Q: I have an ordered InGaAs₂ crystal whose energy was calculated at six volumes, from slightly squeezed to well stretched. I need the energy at one more step of stretching. Can I get it from the six values, or is that just drawing a line beyond the last point?

A: It depends on which curve you draw, and physics can guide that choice. In the table, volume is the space per atom, and energy is counted from the minimum of a curve fitted to the calculation. The cell keeps its shape and the atoms keep their relative positions, so every bond lengthens by the same fraction. The question mark stands for the value you want.

MOPAC 23.2.5, semiempirical PM7 method with its built-in dispersion, no spin polarisation: ordered InGaAs₂ (space group P-4m2) in a periodic 3×3×2 supercell of the 4-atom cell. The cell is scaled at fixed shape and fractional coordinates, and energies are counted from the minimum of the fitted energy–volume curve.

```
volume (Å³/atom)  energy (meV/atom)
           25.01               1.81
           25.54               0.29
           26.07               5.60
           26.61              17.06
           27.14              33.97
           27.67              55.75
           28.20                  ?
```

Q: The energy rises faster and faster on the stretched side. Doesn't that mean the crystal resists more and more?

A: The force does grow, but the stiffness falls. Look at the cost of equal volume steps from 26.07 upward: about 11, then 17, then 22 meV/atom. Each step costs more than the one before, yet the extra cost shrinks. In an ideal spring, whose energy is a parabola, that extra cost would stay the same.

The stiffness can be read off as a local bulk modulus, which is the volume times the curvature of the energy curve. It is 99 GPa at 25.54 Å³/atom and 75 GPa at 27.14 Å³/atom. So a volume increase of 6 %, or about 2 % in bond length, removes a quarter of the stiffness. If you work with one fixed modulus, you will overestimate the stress in a crystal stretched this far.

Q: Why should a stretched bond be a weaker spring?

A: A bond has its natural length where the attraction from shared electrons balances the repulsion between atoms pushed too close. Both fade as the atoms move apart, but the short-range repulsion fades faster, and it is the repulsion that gives the bowl its upward curvature. The energy must finally level off at that of separate atoms, so the bowl around the minimum has to open out on its stretched side. This is standard bonding theory; the table shows the softening itself but does not separate attraction from repulsion.

The same picture tells you what a series of compressed cells would do. There the repulsion steepens quickly, and each further step inward meets a stiffer crystal.

Q: How do you put that into a formula without inventing a new constant for every bend?

A: Change the variable in which the crystal is treated as a spring. A parabola in volume has the same curvature everywhere, so it has no means of softening. Birch's choice is a parabola in the Eulerian strain f:

f = ½ [(V₀/V)^(2/3) − 1]

E = E₀ + (9/2) B₀ V₀ f²

Here V is the volume, V₀ its value at the minimum, B₀ the bulk modulus there and E₀ the energy there. Since V^(2/3) is a length squared, the energy is a parabola in one over the bond length squared. As the crystal expands, equal steps in volume change that quantity less and less, and the energy curve bends upward less and less.

There are still only three constants, the same number as for a parabola in volume. The softening comes with the form: near the minimum, 1 % more volume lowers the modulus by about 4 %. Between the two local moduli above, the known rows give about 4.6 % for each 1 %, a little steeper but of the right kind.

Q: Then what do you predict at 28.20 Å³/atom?

A: I fitted the three constants to the six known rows. It is convenient to measure volume against the given cell of 26.61 Å³/atom, with u = (V/26.61)^(−2/3) − 1. A parabola in f is also a parabola in u, and the fit reads, in meV/atom:

E = 17.03 − 1068 u + 16774 u²

The cell you ask about is 6 % larger than the given one, so u = 1.06^(−2/3) − 1 = −0.0381. Inserting this gives:

E = 17.03 + 40.69 + 24.35 = 82.07 meV/atom

With unrounded constants the forecast is 82.1 meV/atom, and I put a range of ±0.6 meV/atom on it. That range is a judgement. It allows for a crystal that softens somewhat faster or slower than Birch's form, and for small numerical irregularities in the energies.

Two further expectations follow. The last step should cost more than the 22 meV/atom of the step before, but with a smaller increase than last time. A parabola in volume should come out too high, by roughly 2 to 3 meV/atom, because it carries the average stiffness of the known rows into a region where the crystal is softer.

Q: And what did the calculation give?

The withheld rows as computed:

```
volume (Å³/atom)  energy (meV/atom)
           28.20              82.04
```

A: It gave 82.04 meV/atom, so the forecast was too high by only 0.05 meV/atom. The last step costs about 26 meV/atom, and the increase over the step before has shrunk again. The parabola in volume misses by 2.4 meV/atom on the high side, as expected. With equal numbers of constants, the difference between the two lies in the softening built into the form. Birch's rate of about 4 % for each 1 % of volume is close to the 4.22 of the calculation's own curve fit, and a form that softens at a clearly different rate would be expected to miss by more.

The range of ±0.6 meV/atom was generous for this point. I would still not tighten it on the strength of a single success, since a small miss at one volume does not fix the error at the next.

Q: Would a more flexible formula have done even better?

A: Here it did slightly worse. The third-order Birch-Murnaghan form adds a fourth constant, which lets the rate of softening adjust itself. It follows the six known rows more closely, and it also does better when each of them is left out in turn. At the new volume, however, it is too low by 0.15 meV/atom.

The table shows why. Over the known rows the extra cost per step falls by 0.68, 0.70 and 0.58 meV/atom, but at the new volume it falls by only 0.36. The fourth constant picks up the faster softening of the known rows and carries it onward, so this form lands low. The simpler form softens more slowly and lands closer, which is partly luck. Whether the slower last step is real or a numerical irregularity, these rows cannot tell. Both forms stay well inside the stated range, so this one point is no reason to prefer the simpler form in general. The printed output after this exchange shows all three fits side by side.

Q: May I take the bulk modulus from this fit and use it for a real wafer?

A: I would not. The fit gives 100 GPa at the minimum, and the calculation's own curve fit gives 101 GPa, so the two agree on what this calculation says. Measured values for the parent compounds are much lower: roughly 75 GPa for GaAs and 60 GPa for InAs, as rough recalled figures. A good forecast along the curve shows that a simple form describes the calculated curve closely, which is a different matter from its being the curve of the real material.

The excess, about half the measured value, most likely comes from the semiempirical method. Letting the atoms shift and the cell change shape at each volume could only lower the energies and would usually soften the crystal, but Ga–As and In–As bonds are of similar stiffness, so this is expected to be worth a few per cent at most. The energies also rest on one size of supercell, and a larger one was not tried. Neither effect was calculated here.

Q: Could I at least use the softening rule to go from one compound to another? InAs has longer bonds than GaAs, so it should be softer.

A: The direction is right, but the rule would exaggerate the effect badly. From GaAs to InAs the volume per atom grows by roughly a quarter, while the measured modulus drops by only about a fifth, again as rough recalled figures. In our stretched crystal, a loss of a quarter took just 6 % more volume.

The two kinds of long bond differ. In InAs the bond is long because indium is a larger atom, and it rests at its own minimum, where attraction and repulsion are in balance. In the stretched crystal the same atoms have been pulled away from their balance, and the repulsion that stiffens the bond has faded faster than the attraction. The curve in this table tells you how one crystal weakens under tension; to compare two compounds, each needs a curve around its own minimum.

Numerical output:

```
fit of energy on 6 rows: constant 17.03 +/- 0.026, coefficient of u -1068 +/- 0.99, coefficient of u2 16774 +/- 39; rms 0.0309, worst 27.14 -0.0395, leave-one-out rms 0.0967
  rows outside the fit (model, value, miss): 28.2 82.09, 82.04, 0.0527
fit of energy on 6 rows: constant 16.78 +/- 0.31, coefficient of w 691.4 +/- 7.4, coefficient of w2 7272 +/- 210; rms 0.362, worst 25.54 0.471, leave-one-out rms 1.16
  rows outside the fit (model, value, miss): 28.2 84.45, 82.04, 2.41
fit of energy on 6 rows: constant 17.06 +/- 0.0066, coefficient of u -1071 +/- 0.41, coefficient of u2 16684 +/- 14, coefficient of u3 3692 +/- 475; rms 0.00553, worst 26.07 0.00978, leave-one-out rms 0.033
  rows outside the fit (model, value, miss): 28.2 81.89, 82.04, -0.154
Forecast at 28.20 from the strain parabola, meV/atom: 82.09
Lower end of the forecast range, meV/atom: 81.49
Upper end of the forecast range, meV/atom: 82.69
Volume parabola less strain parabola at 28.20, meV/atom: 2.357
Third-order form less strain parabola at 28.20, meV/atom: -0.2071
Last known energy step, 27.14 to 27.67, meV/atom: 21.78
Forecast energy step, 27.67 to 28.20, meV/atom: 26.34
Computed energy step, 27.67 to 28.20, meV/atom: 26.29
Local modulus at 25.54, GPa: 98.67
Local modulus at 27.14, GPa: 74.76
Fall of the local modulus between them, percent: 24.23
Power of volume with which the local modulus changes: -4.566
Volume at the minimum of the strain parabola, cubic angstrom/atom: 25.39
Bulk modulus from the strain parabola, GPa: 100.2
Bond stretch at 28.20 from that minimum, percent: 3.572
```
